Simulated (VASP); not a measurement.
## From an Ansatz input to VASP: Be₂C (strained antifluorite)

Ansatz input

```yaml
crystal:
  lattice:
    - [0.0, 2.1388807821, 2.1388807821]
    - [2.1388807821, 0.0, 2.1388807821]
    - [2.1388807821, 2.1388807821, 0.0]
  atoms:
    - { symbol: C, position: [0.0, 0.0, 0.0] }
    - { symbol: Be, position: [0.25, 0.25, 0.25] }
    - { symbol: Be, position: [0.75, 0.75, 0.75] }
kpoints:
  mp_grid: { grid: [10, 10, 10] }
  band_path:
    path:
      - [0.0, 0.0, 0.0]
      - [0.5, 0.0, 0.5]
      - [0.625, 0.25, 0.625]
      - [0.375, 0.375, 0.75]
      - [0.5, 0.5, 0.5]
      - [0.5, 0.25, 0.75]
      - [0.0, 0.5, 0.5]
    npoints: 1
hamiltonian:
  xc: r2scan
scf:
  occupations: { method: fixed }
  n_extra_bands: 4
output:
  forces: true
  stress: true
  eigenvalues: true
  write_density: true
  write_potential: true
  elf: true
  volumetric_format: npy
```

Write VASP inputs for this cell and level of theory.



INCAR

```
IBRION = -1
NSW = 0
PREC = Accurate
LELF = .TRUE.
LWAVE = .FALSE.
LCHARG = .TRUE.
LASPH = .TRUE.
SIGMA = 0.01
ISMEAR = 0
LREAL = .FALSE.
METAGGA = R2SCAN
ALGO = Normal
ENCUT = 520
NELM = 120
NBANDS = 11
ISIF = 2
EDIFF = 1E-7
```

KPOINTS

```
KPOINTS created by Atomic Simulation Environment
0
Gamma
10 10 10
0 0 0
```

KPOINTS_OPT

```
special points
7
Reciprocal
0.0000000000 0.0000000000 0.0000000000 1
0.5000000000 0.0000000000 0.5000000000 1
0.6250000000 0.2500000000 0.6250000000 1
0.3750000000 0.3750000000 0.7500000000 1
0.5000000000 0.5000000000 0.5000000000 1
0.5000000000 0.2500000000 0.7500000000 1
0.0000000000 0.5000000000 0.5000000000 1
```

POSCAR

```
C  Be
 1.0000000000000000
     0.0000000000000000    2.1388807821000002    2.1388807821000002
     2.1388807821000002    0.0000000000000000    2.1388807821000002
     2.1388807821000002    2.1388807821000002    0.0000000000000000
 C   Be
   1   2
Cartesian
  0.0000000000000000  0.0000000000000000  0.0000000000000000
  1.0694403910500001  1.0694403910500001  1.0694403910500001
  3.2083211731500003  3.2083211731500003  3.2083211731500003
```

VASP ran with the recommended PBE PAW datasets (8 valence electrons in the cell). Other inputs would serve too.

```tsv
	Ansatz	VASP
gap between bands v and c	1.55 eV	1.54 eV
least direct gap	4.71 eV	4.69 eV
pressure	6.6 GPa	7.6 GPa
```

The two codes use different PAW datasets and cutoffs. VASP's cell holds 8 valence electrons and Ansatz's 8. Ansatz's stress includes a Pulay correction; VASP's doesn't.
